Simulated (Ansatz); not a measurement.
The system is ZrN.

```xyz
2
Lattice="0.0000 2.3000 2.3000 2.3000 0.0000 2.3000 2.3000 2.3000 0.0000" Properties=species:S:1:pos:R:3 pbc="T T T"
Zr    2.3000    2.3000    2.3000
N     0.0000    0.0000    0.0000
```

* Program: Ansatz 0.2.0
* Task: relaxation of cell and atoms
* Functional: PBEsol
* Dispersion: D3(BJ)
* Potentials or basis: Ansatz PAW
* Cutoff: 420 eV (not typed: the program's choice for these potentials)
* k mesh: 10 × 10 × 10
* Occupations: fermi-dirac, width 0.05 eV
* Spin: no spin polarisation

At the start: volume 12.17 Å³/atom.

Where does the relaxation end?

It ends after 8 steps and the volume is 11.54 Å³/atom (-5.2 %); space group Fm-3m (No. 225, to 0.05 Å).

Step by step:
| step | energy change (eV) | largest force (eV/Å) | volume (Å³) |
| --- | --- | --- | --- |
| 1 | 0.0000 | 0.0000 | 24.33 |
| 2 | -0.0302 | 0.0000 | 22.24 |
| 3 | -0.0572 | 0.0000 | 23.16 |
| 4 | -0.0576 | 0.0000 | 23.09 |
| 5 | -0.0576 | 0.0000 | 23.09 |
| 6 | -0.0553 | 0.0000 | 23.09 |
| 7 | -0.0553 | 0.0000 | 23.08 |
| 8 | -0.0553 | 0.0000 | 23.08 |

Final structure:
```
Zr N
1.0
     0.00000    2.25963    2.25963
     2.25963    0.00000    2.25963
     2.25963    2.25963    0.00000
Zr N
1 1
Direct
  0.50000 0.50000 0.50000
  0.00000 0.00000 0.00000
```

Caveat: the plane-wave basis is chosen anew once the cell has moved, so the energies of steps on either side of that aren't comparable; the pressure holds a Pulay correction of +0.4 GPa for the finite cutoff; the PAW data sets come from PBE, with cores solved anew for the run's functional, which leaves a small shift of forces and pressure.
